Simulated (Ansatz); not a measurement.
# Si: the cost of one run

Program: Ansatz 0.2.0. Level of theory: DFT PBE, scalar-relativistic, plane waves, PAW. These are calculated values, not measurements.

**1. Starting point**

The structure is hexagonal, space group P6_3/mmc (No. 194). Conventional cell: a = 3.795 Å, b = 3.795 Å, c = 12.710 Å, α = 90.00°, β = 90.00°, γ = 120.00°. Si (site symmetry 3m) has 4 Si at 2.33 to 2.38 Å in its first shell of neighbours.

Structure file:

```
Si
1.0
     7.58960    0.00000    0.00000
    -3.79480    6.57279    0.00000
     0.00000    0.00000   12.70990
Si
32
Direct
  0.00000 0.00000 0.40620
  0.00000 0.50000 0.40620
  0.50000 0.00000 0.40620
  0.50000 0.50000 0.40620
  0.00000 0.00000 0.90620
  0.00000 0.50000 0.90620
  0.50000 0.00000 0.90620
  0.50000 0.50000 0.90620
  0.00000 0.00000 0.09380
  0.00000 0.50000 0.09380
  0.50000 0.00000 0.09380
  0.50000 0.50000 0.09380
  0.00000 0.00000 0.59380
  0.00000 0.50000 0.59380
  0.50000 0.00000 0.59380
  0.50000 0.50000 0.59380
  0.16667 0.33333 0.34370
  0.16667 0.83333 0.34370
  0.66667 0.33333 0.34370
  0.66667 0.83333 0.34370
  0.33333 0.16667 0.84370
  0.33333 0.66667 0.84370
  0.83333 0.16667 0.84370
  0.83333 0.66667 0.84370
  0.16667 0.33333 0.15630
  0.16667 0.83333 0.15630
  0.66667 0.33333 0.15630
  0.66667 0.83333 0.15630
  0.33333 0.16667 0.65630
  0.33333 0.66667 0.65630
  0.83333 0.16667 0.65630
  0.83333 0.66667 0.65630
```

The runs take a perfect supercell of 32 atoms; the defect goes to fractional position (0.000, 0.000, 0.406).

**2. The perfect supercell**

File input.yaml:

```yaml
crystal:
  lattice:
    - [7.5896, 0.0, 0.0]
    - [-3.7948, 6.572786, 0.0]
    - [0.0, 0.0, 12.7099]
  atoms:
    - { symbol: Si, position: [0.0, 0.0, 0.4062] }
    - { symbol: Si, position: [0.0, 0.5, 0.4062] }
    - { symbol: Si, position: [0.5, 0.0, 0.4062] }
    - { symbol: Si, position: [0.5, 0.5, 0.4062] }
    - { symbol: Si, position: [0.0, 0.0, 0.9062] }
    - { symbol: Si, position: [0.0, 0.5, 0.9062] }
    - { symbol: Si, position: [0.5, 0.0, 0.9062] }
    - { symbol: Si, position: [0.5, 0.5, 0.9062] }
    - { symbol: Si, position: [0.0, 0.0, 0.0938] }
    - { symbol: Si, position: [0.0, 0.5, 0.0938] }
    - { symbol: Si, position: [0.5, 0.0, 0.0938] }
    - { symbol: Si, position: [0.5, 0.5, 0.0938] }
    - { symbol: Si, position: [0.0, 0.0, 0.5938] }
    - { symbol: Si, position: [0.0, 0.5, 0.5938] }
    - { symbol: Si, position: [0.5, 0.0, 0.5938] }
    - { symbol: Si, position: [0.5, 0.5, 0.5938] }
    - { symbol: Si, position: [0.166667, 0.333333, 0.3437] }
    - { symbol: Si, position: [0.166667, 0.833333, 0.3437] }
    - { symbol: Si, position: [0.666667, 0.333333, 0.3437] }
    - { symbol: Si, position: [0.666667, 0.833333, 0.3437] }
    - { symbol: Si, position: [0.333333, 0.166667, 0.8437] }
    - { symbol: Si, position: [0.333333, 0.666667, 0.8437] }
    - { symbol: Si, position: [0.833333, 0.166667, 0.8437] }
    - { symbol: Si, position: [0.833333, 0.666667, 0.8437] }
    - { symbol: Si, position: [0.166667, 0.333333, 0.1563] }
    - { symbol: Si, position: [0.166667, 0.833333, 0.1563] }
    - { symbol: Si, position: [0.666667, 0.333333, 0.1563] }
    - { symbol: Si, position: [0.666667, 0.833333, 0.1563] }
    - { symbol: Si, position: [0.333333, 0.166667, 0.6563] }
    - { symbol: Si, position: [0.333333, 0.666667, 0.6563] }
    - { symbol: Si, position: [0.833333, 0.166667, 0.6563] }
    - { symbol: Si, position: [0.833333, 0.666667, 0.6563] }
basis:
  ecutwfc: 420
  fft_grid_basis: typed
kpoints:
  mp_grid: { grid: [3, 3, 1] }
hamiltonian:
  xc: pbe
  pseudopotentials: { kind: paw }
scf:
  occupations: { method: gaussian, width: 0.05 }
output:
  forces: true
  stress: false
  eigenvalues: true
  bader: false
  write_density: true
  volumetric_format: npy
```

On the command line:

```console
> ansatz run input.yaml --threads 4 --pin off --max-ram 10240MiB --backend cpu --events-out ev --progress --plain --runs-dir out
```

**Question.** How long does this run take on 4 threads of Arm Neoverse V2, shared host, and how much memory does it need?

About 2.6 s, with a peak of 1.3 GiB.
